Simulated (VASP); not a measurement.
The system is NiO.

```xyz
2
Lattice="0.0000 2.0859 2.0859 2.0859 0.0000 2.0859 2.0859 2.0859 0.0000" Properties=species:S:1:pos:R:3 pbc="T T T"
Ni    0.0000    0.0000    0.0000
O     2.0859    2.0859    2.0859
```

| Item | Value |
| --- | --- |
| Program | VASP 6.6.1 |
| Task | relaxation of cell and atoms |
| Functional | PBEsol |
| Dispersion | D4 |
| Potentials or basis | VASP PAW PBE potentials, release 64 (Ni, O) |
| Cutoff | 600 eV |
| k mesh | 11 × 11 × 11 |
| Occupations | fermi-dirac, width 0.05 eV |
| Spin | collinear spin, ferromagnetic start |
| Starting moments | [1.0, 0.0] μB |

At the start: pressure -10.3 GPa; volume 9.08 Å³/atom.

Question: How do energy, volume and symmetry change on relaxing?

Answer: Over 3 steps the energy falls by 15.8 meV/atom and the volume is 8.62 Å³/atom (-5.0 %); space group Fm-3m (No. 225, to 0.05 Å); moment 1.20 μB per cell.

The path:
| step | energy change (eV) | largest force (eV/Å) | pressure (GPa) | volume (Å³) |
| --- | --- | --- | --- | --- |
| 1 | 0.0000 | 0.0000 | -10.34 | 18.15 |
| 2 | -0.0165 | 0.0000 | 8.50 | 16.66 |
| 3 | -0.0315 | 0.0000 | -0.11 | 17.24 |

Final structure:
```xyz
2
Lattice="0.0000 2.0502 2.0502 2.0502 0.0000 2.0502 2.0502 2.0502 0.0000" Properties=species:S:1:pos:R:3 pbc="T T T"
Ni    0.0000    0.0000    0.0000
O     2.0502    2.0502    2.0502
```

Caveat: the PAW data sets were made with another functional, which shifts forces and pressure a little; a cell with one magnetic atom can't hold antiferromagnetic order, which such compounds often take; pairwise dispersion overbinds metals, which lowers pressure and volume.
